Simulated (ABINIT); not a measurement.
MoS2:

```
Mo S
1.0
     1.58000    0.91221    6.15000
    -1.58000    0.91221    6.15000
     0.00000   -1.82443    6.15000
Mo S
1 2
Direct
  0.00000 0.00000 0.00000
  0.41700 0.41700 0.41700
  0.25000 0.25000 0.25000
```

Measurements of this composition are mostly on another form, of space group No. 194.

Base run:

```yaml
Program: ABINIT 10.8.3 (patched build)
Functional: PBEsol
Potentials_or_basis: PseudoDojo NC SR PBEsol v0.4.1 standard
Cutoff: 1088 eV
k_mesh: 10 × 10 × 10
Occupations: fermi-dirac, width 0.05 eV
Spin: no spin polarisation
```

Its results: band gap on the k mesh 0.91 eV, indirect (least direct gap 1.96 eV); pressure 0.4 GPa; largest force 0.268 eV/Å.

Task: The run is repeated on the same cell with these changes: functional from PBEsol to LDA; potentials or basis from PseudoDojo NC SR PBEsol v0.4.1 standard to JTH PAW LDA v2.0; cutoff from 1088 eV to 544 eV. What comes out?

Result: Band gap on the k mesh 0.88 eV, indirect (least direct gap 1.96 eV); pressure -2.4 GPa; largest force 0.084 eV/Å.

A k mesh can miss the band edges.

Not every run made on this cell is shown here.
